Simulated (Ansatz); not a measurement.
ZnTe (zinc blende)

```
CELL_PARAMETERS angstrom
      0.00000     3.08955     3.08955
      3.08955     0.00000     3.08955
      3.08955     3.08955     0.00000
ATOMIC_POSITIONS crystal
  Te 0.75000 0.75000 0.75000
  Zn 0.00000 0.00000 0.00000
```

In each cell atom 2 (Zn, nearest neighbour Te at 2.676 Å; its periodic images, 4.4 Å or more away, move with it) moves by s·(0.707, 0.707, 0.000) (along Cartesian [110]), the rest being held.

Calculation: PBE (plane waves to 420 eV, PAW, scalar-relativistic; Ansatz, an electronic-structure program). k mesh 8×8×8 (Γ-centred), Fermi-Dirac smearing 0.05 eV. Energies are smeared free energies. Spin-orbit coupling is left out, though Te is heavy. ZnTe was relaxed with its symmetry unable to fall. The zero of ΔE is the undisplaced structure.

| s (Å) | ΔE (meV/cell) |
|---|---|
| -0.270 | 170.8 |
| -0.216 | 107.7 |
| -0.162 | 59.9 |
| -0.108 | 26.4 |
| -0.054 | 6.6 |
| 0.000 | 0.0 |
| 0.054 | 6.6 |
| 0.108 | 26.4 |
| 0.162 | 59.9 |
| 0.216 | 107.7 |
| 0.270 | 170.8 |

Question: What force constant k = d²E/ds² at s = 0 does the table give?

Answer: 4.5 eV/Å². It is the second difference of the nearest points, corrected with the next pair.

Question: With k = 4.50 eV/Å² from the forces, is the well harmonic out to s = 0.270 Å?

Answer: ½ks² = 163.9 meV/cell against the computed 170.8 meV/cell, so the well is close to harmonic there.

(For displaced atoms, the force is minus the slope of the energy, and its curvature is a force constant, which sets phonon frequencies.)
